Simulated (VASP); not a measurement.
**Te: single point with TB-mBJ**

Te:

```xyz
3
Lattice="4.2284 0.0000 0.0000 -2.1142 3.6619 0.0000 0.0000 0.0000 5.9779" Properties=species:S:1:pos:R:3 pbc="T T T"
Te    1.2333    0.0000    1.9926
Te   -0.6167    1.0681    3.9853
Te    1.4976    2.5938    0.0000
```

The cell was built by a generator and needn't be a form met in nature.

```
Program             : VASP 6.6.1
Task                : single point
Functional          : TB-mBJ
Potentials or basis : VASP PAW PBE potentials, release 64 (Te)
Cutoff              : 300 eV
k mesh              : 9 × 9 × 6
Occupations         : gaussian, width 0.01 eV
Spin                : non-collinear spin, zero start, spin-orbit coupling
Starting moments    : [[0.0, 0.0, 0.0], [0.0, 0.0, 0.0], [0.0, 0.0, 0.0]] μB
```

```yaml
Net_moment: 0.00 μB per cell
Valence_electrons_inside_the_program's_atomic_spheres: Te 3.33
```

Moments on the atoms (μB; x, y, z):
```
Te  0.00 0.00 0.00
Te  0.00 0.00 0.00
Te  0.00 0.00 0.00
```

Wall time 6.9 min on 1 thread of Intel(R) Xeon(R) Platinum 8488C (Sapphire Rapids) (shared host), peak memory 0.34 GiB.
